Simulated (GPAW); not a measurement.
The system is InAs.

```
CELL_PARAMETERS angstrom
0.00000 3.01800 3.01800
3.01800 0.00000 3.01800
3.01800 3.01800 0.00000
ATOMIC_POSITIONS crystal
In 0.00000 0.00000 0.00000
As 0.75000 0.75000 0.75000
```

| Property | Result |
| --- | --- |
| Program | GPAW 26.7.0 |
| Task | relaxation of cell and atoms |
| Functional | revPBE |
| Potentials or basis | the program's PAW data sets (release 1.2.1) made for this functional |
| Cutoff | 600 eV |
| Basis | pw |
| k mesh | 8 × 8 × 8 |
| Occupations | fermi-dirac, width 0.05 eV |
| Spin | no spin polarisation |

At the start: pressure 5.3 GPa; volume 27.49 Å³/atom.

**Question.** Where does the relaxation end?

**Answer.** Over 4 steps the energy falls by 41.3 meV/atom and the volume is 30.15 Å³/atom (+9.7 %); space group F-43m (No. 216, to 0.05 Å).

The path:
```
step  energy change (eV)  largest force (eV/Å)  pressure (GPa)  volume (Å³)
   1              0.0000                0.0000            5.33        54.98
   2             -0.0319                0.0000            4.02        56.07
   3             -0.0820                0.0000            0.39        59.84
   4             -0.0827                0.0000            0.04        60.29
```

Final structure:
```
In As
1.0
     0.00000    3.11231    3.11231
     3.11231    0.00000    3.11231
     3.11231    3.11231    0.00000
In As
1 1
Direct
  0.00000 0.00000 0.00000
  0.75000 0.75000 0.75000
```

Caveat: later steps reuse the first step's grids.
